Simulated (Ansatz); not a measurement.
**SnO under changes of volume**

One of the cells (17.769 Å³/atom); the others are scaled copies at fixed shape and fractional positions:

```xyz
4
Lattice="3.8137 0.0000 0.0000 0.0000 3.8137 0.0000 0.0000 0.0000 4.8869" Properties=species:S:1:pos:R:3 pbc="T T T"
Sn    1.9068    0.0000    3.7367
Sn    0.0000    1.9068    1.1503
O     0.0000    0.0000    0.0000
O     1.9068    1.9068    0.0000
```

The cell is a database's computed one.

| Property | Result |
| --- | --- |
| Program | Ansatz 0.2.0 |
| Functional | PBE |
| Potentials or basis | Ansatz PAW |
| Cutoff | 420 eV (not typed: the program's choice for these potentials) |
| k mesh | 7 × 7 × 6 |
| Occupations | fermi-dirac, width 0.05 eV |
| Spin | no spin polarisation |

```tsv
volume (Å³/atom)	energy over the lowest point (meV/atom)	pressure (GPa)	gap on the mesh (eV)	largest force (eV/Å)
16.703	?	?	?	?
17.058	33.24	8.0	0.22	0.978
17.414	18.02	5.7	0.30	0.663
17.769	7.72	3.6	0.37	0.371
18.125	1.83	1.7	0.44	0.101
18.480	0.00	0.0	0.51	0.150
18.835	1.71	-1.5	0.57	0.384
```

Q: What does the run at 16.703 Å³/atom give?

A: Energy over the lowest point 53.94 meV/atom; pressure 10.6 GPa; gap on the mesh 0.14 eV; largest force 1.322 eV/Å.

Worked out: A Birch-Murnaghan fit of order 3 (a polynomial in V^(-2/3)) to the other rows has its minimum at 18.48 Å³/atom with B0 = V·E''(V) = 85 GPa and B' = 4.3 at fixed shape and positions, which overstates the stiffness. It gives 53.88 meV/atom at 16.703 Å³/atom, against the run's 53.94, and -dE/dV = 10.6 GPa, against 10.6. A straight line through the other rows of the gap, of slope 3.53 eV per unit of ln V, extrapolates to 0.15 eV, against the run's 0.14.

Energies are extrapolated to zero smearing.

Caveats: odd divisions of the mesh miss points on the zone boundary, where band edges often lie, so the gap on the mesh can be too wide; spin-orbit coupling is left out, which moves the levels of the heavy elements; forces of over 1 eV/Å show positions far from the minimum, so gaps and moduli don't describe the material at rest (some runs).

A mesh can miss the band edges.
